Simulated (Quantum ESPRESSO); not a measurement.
Crystal: TaN.

```
Ta N
1.0
     2.92177    0.00000    0.00000
    -1.46088    2.53033    0.00000
     0.00000    0.00000    5.91652
Ta N
2 2
Cartesian
  0.0000 0.0000 2.9583
  0.0000 0.0000 0.0000
  0.0000 1.6869 1.4791
  1.4609 0.8434 4.4374
```

The cell comes from a database or a generator and needn't be the stable form of this composition.

- Program: Quantum ESPRESSO 7.5
- Task: single point
- Functional: PBE
- Potentials or basis: SSSP 1.3 efficiency PBE
- Cutoff: 816 eV
- Density cutoff: 6531 eV
- k mesh: 10 × 10 × 5
- Occupations: fermi-dirac, width 0.05 eV
- Spin: no spin polarisation

On this cell: pressure -1.4 GPa; largest force under 0.003 eV/Å; band gap on the k mesh none (metal or under the smearing width).

The same run follows on a disturbed copy (atoms moved at random, drawn with an rms of 0.05 Å):

```
Ta N
1.0
     2.92177    0.00000    0.00000
    -1.46088    2.53033    0.00000
     0.00000    0.00000    5.91652
Ta N
2 2
Direct
  0.99095 0.98786 0.49579
  0.99962 0.01030 0.00540
  0.32508 0.67623 0.26040
  0.64624 0.31659 0.75897
```

Task: What changes?

Result: The energy (extrapolated to zero smearing) moves by +24.1 meV/atom; pressure -0.1 GPa; largest force 1.867 eV/Å; band gap on the k mesh none (metal or under the smearing width).

Forces on the atoms (eV/Å):
```
Ta  -0.279  0.429  1.795
Ta  -0.156 -0.436 -0.561
N    0.270 -0.426 -0.755
N    0.165  0.433 -0.479
```

Stress tensor (GPa, compression positive):
```
 1.40 -0.39 -0.67
-0.39 -2.24  0.31
-0.67  0.31  0.42
```
